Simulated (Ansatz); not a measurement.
The system is Al2O3.

```xyz
5
Lattice="2.8843 0.0000 0.0000 -1.4422 2.4979 0.0000 0.0000 0.0000 9.3368" Properties=species:S:1:pos:R:3 pbc="T T T"
Al    0.0000    0.0000    7.9363
Al    0.0000    0.0000    1.4004
O     0.0000    1.6653    7.2610
O     1.4422    0.8326    0.0000
O     0.0000    1.6653    2.0757
```

Measurements of this composition are mostly on another form, of space group No. 167.

Base run:

```yaml
Program: Ansatz 0.2.0
Functional: LDA
Potentials_or_basis: Ansatz PAW
Cutoff: "420 eV (not typed: the program's choice for these potentials)"
k_mesh: 11 × 11 × 3
Occupations: fermi-dirac, width 0.05 eV
Spin: no spin polarisation
```

Its results: band gap on the k mesh 4.76 eV, indirect (least direct gap 5.01 eV); pressure -7.0 GPa; largest force 0.525 eV/Å.

**Question.** The run is repeated on the same cell with these changes: functional from LDA to r2SCAN; cutoff from 420 eV (not typed: the program's choice for these potentials) to 500 eV (not typed: the program's choice for these potentials). What comes out?

**Answer.** Band gap on the k mesh 5.63 eV, indirect (least direct gap 5.85 eV); pressure -4.5 GPa; largest force 0.394 eV/Å.

r2SCAN gives the wider gap, since meta-GGAs in the generalised Kohn-Sham scheme recover part of the derivative discontinuity.

Caveats: the PAW data sets come from PBE, with cores solved anew for the run's functional, which leaves a small shift of forces and pressure.
